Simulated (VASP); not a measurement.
# Zn2GeN (P-6m2) in VASP: a series of runs, part 2 of 2

VASP 6.6.1.

## 5. Single point, PBE

This run uses another cell than the first one, of 16.87 Å³/atom, 0.875 times its volume.

The input, INCAR:

```
PREC     = Accurate       # precision mode
ENCUT    = 520            # plane-wave cutoff, eV
EDIFF    = 1E-6           # SCF threshold, eV
ISMEAR   = 0              # smearing method
SIGMA    = 0.1            # smearing width, eV
LREAL    = False          # projectors in reciprocal space
LASPH    = True           # aspherical terms in the spheres
NELM     = 100            # most SCF steps
ALGO     = Fast           # electronic algorithm
ISIF     = 2              # what is computed and relaxed
LWAVE    = False          # write WAVECAR
LCHARG   = False          # write CHGCAR
GGA      = PE             # functional
NBANDS   = 30             # bands
```

The input, KPOINTS:

```
Automatic mesh
0
Gamma
  18 18 6
```

The input, POSCAR:

```
Zn2GeN
1.0
    3.2415437877      0.0000000000      0.0000000000
   -1.6207718939      2.8072592677      0.0000000000
    0.0000000000      0.0000000000      7.4171837761
Zn Ge N
2 1 1
Direct
    0.0000000000      0.0000000000      0.7555898922
    0.0000000000      0.0000000000      0.2444101078
    0.6666666667      0.3333333333      0.5000000000
    0.0000000000      0.0000000000      0.0000000000
```

Potentials or basis: VASP PAW PBE potentials, release 64 (Zn, Ge_d, N).

Command:

```sh
cat potpaw_PBE.64/Zn/POTCAR potpaw_PBE.64/Ge_d/POTCAR potpaw_PBE.64/N/POTCAR > POTCAR
mpirun -np 1 vasp_std > vasp.out
```

OUTCAR:

```text
PREC = Accurate
   ENCUT = 520
   EDIFF = 1E-6
   ISMEAR = 0
   LREAL = False
   LASPH = True
   NELM = 100
   ISIF = 2
   GGA = PE

 ion  position               nearest neighbor table
   1  0.000  0.000  0.756-   4 1.81   3 2.66   3 2.66   3 2.66
   2  0.000  0.000  0.244-   4 1.81   3 2.66   3 2.66   3 2.66
   3  0.667  0.333  0.500-   1 2.66   2 2.66   1 2.66   2 2.66   1 2.66   2 2.66
   4  0.000  0.000  0.000-   1 1.81   2 1.81

  LATTYP: Found a hexagonal cell.
 ALAT       =     3.2415437877
 C/A-ratio  =     2.2881639928

  Lattice vectors:

 A1 = (   3.2415437877,   0.0000000000,   0.0000000000)
 A2 = (  -1.6207718939,   2.8072592677,   0.0000000000)
 A3 = (   0.0000000000,   0.0000000000,   7.4171837761)

Analysis of symmetry for initial positions (statically):
=====================================================================
 Subroutine PRICEL returns:
 Original cell was already a primitive cell.

 Routine SETGRP: Setting up the symmetry group for a
[... 166 lines left out ...]
  ---------------------------------------------------
  ext. energy  EPLUGINS =         0.00000000
  ---------------------------------------------------
  free energy    TOTEN  =       -11.61170138 eV

  energy without entropy =      -11.59596067  energy(sigma->0) =      -11.60383103

 E-fermi :   2.5386     XC(G=0): -10.4430

 val. band max:        2.5324902049   @ k =   0.5000   0.0000   0.5000
 cond. band min:       2.5391498713   @ k =   0.3333   0.0556   0.3333
 fundamental gap:      0.0066596663
 Fermi energy:         2.5386296981

 k-point     1 :       0.0000    0.0000    0.0000
  band No.  band energies     occupation
      1     -22.0812      2.00000
      2     -22.0812      2.00000
      3     -22.0001      2.00000
      4     -22.0001      2.00000
      5     -21.9968      2.00000
      6     -11.3238      2.00000
[... 781 lines left out ...]
     29      10.6115      0.00000
     30      12.5862      0.00000

 [... further k-points ...]
[... 5 lines left out ...]
  --------------------------------------------------------------------------------------
  -------------------------------------------------------------------------------------
  Total        0.0113407      0.0113407      0.4741372     -0.0000000      0.0000000     -0.0000000
  in kB        0.2692002      0.2692002     11.2548875     -0.0000000      0.0000000     -0.0000000
  external PRESSURE =       3.9310960 kB  Pullay stress =       0.0000000 kB

 VOLUME and BASIS-vectors are now :
 -----------------------------------------------------------------------------
  energy-cutoff  :      520.00
  volume of cell :       67.50
      direct lattice vectors                 reciprocal lattice vectors
     3.241543788  0.000000000  0.000000000     0.308494984  0.178109662  0.000000000
    -1.620771894  2.807259268  0.000000000     0.000000000  0.356219324  0.000000000
     0.000000000  0.000000000  7.417183776     0.000000000  0.000000000  0.134822061

 POSITION                                       TOTAL-FORCE (eV/Angst)
 -----------------------------------------------------------------------------------
      0.00000      0.00000      5.60435        -0.000000      0.000000     -0.102964
      0.00000      0.00000      1.81283        -0.000000      0.000000      0.102964
      1.62077      0.93575      3.70859         0.000000     -0.000000      0.000000
      0.00000      0.00000      0.00000         0.000000     -0.000000      0.000000
 -----------------------------------------------------------------------------------
    total drift:                                0.000001     -0.000000      0.000000

  FREE ENERGIE OF THE ION-ELECTRON SYSTEM (eV)
  ---------------------------------------------------
  free  energy   TOTEN  =       -11.6117013808 eV

  energy  without entropy=      -11.5959606700  energy(sigma->0) =      -11.60383103
```

stdout:

```text
POSCAR found type information on POSCAR ZnGeN
 POSCAR found :  3 types and       4 ions
 scaLAPACK will be used
 LDA part: xc-table for (Slater+PW92), standard interpolation
 POSCAR, INCAR and KPOINTS ok, starting setup
 FFT: planning ... GRIDC
 FFT: planning ... GRID_SOFT
 FFT: planning ... GRID
 WAVECAR not read
 entering main loop
```

Run time: 3.9 min. Hardware: 1 thread of Intel Xeon Platinum 8488C (Sapphire Rapids), shared host; peak memory 0.39 GiB.

Results:

```yaml
Free_energy: -11.6117 eV
Pressure: 0.4 GPa
Largest_force: 0.103 eV/Å
Band_gap_on_the_k_mesh: none (metal or under the smearing width)
```

Forces in eV/Å, atoms in the order of the input:
```
Zn   0.000  0.000 -0.103
Zn   0.000  0.000  0.103
Ge   0.000  0.000  0.000
N    0.000  0.000  0.000
```

Stress tensor (GPa, compression positive):
```
0.03 0.00 0.00
0.00 0.03 0.00
0.00 0.00 1.13
```

## 6. The runs side by side

| task | cell | k mesh | cutoff (eV) | mesh quality | gap on the mesh (eV) | pressure (GPa) | largest force (eV/Å) |
| --- | --- | --- | --- | --- | --- | --- | --- |
| single point | P-6m2, 19.28 Å³/atom | 6 × 6 × 4 | 520 | not flagged | none | -4.1 | 0.93 |
| single point | P-6m2, 17.32 Å³/atom | 6 × 6 × 4 | 520 | coarse | none | 0.3 | 0.09 |
| relaxation of cell and atoms | relaxed | 6 × 6 × 4 | 600 | not flagged | none | 0.1 | - |
| single point | P-6m2, 16.87 Å³/atom | 18 × 18 × 6 | 520 | not flagged | none | 0.4 | 0.10 |

Alike in all rows: level PBE; potentials or basis VASP PAW PBE potentials, release 64 (Zn, Ge_d, N); no spin polarisation; smearing gaussian 0.1 eV.

Caveats: some runs use coarse meshes.

Absolute energies hang on the potentials; compare differences alone.
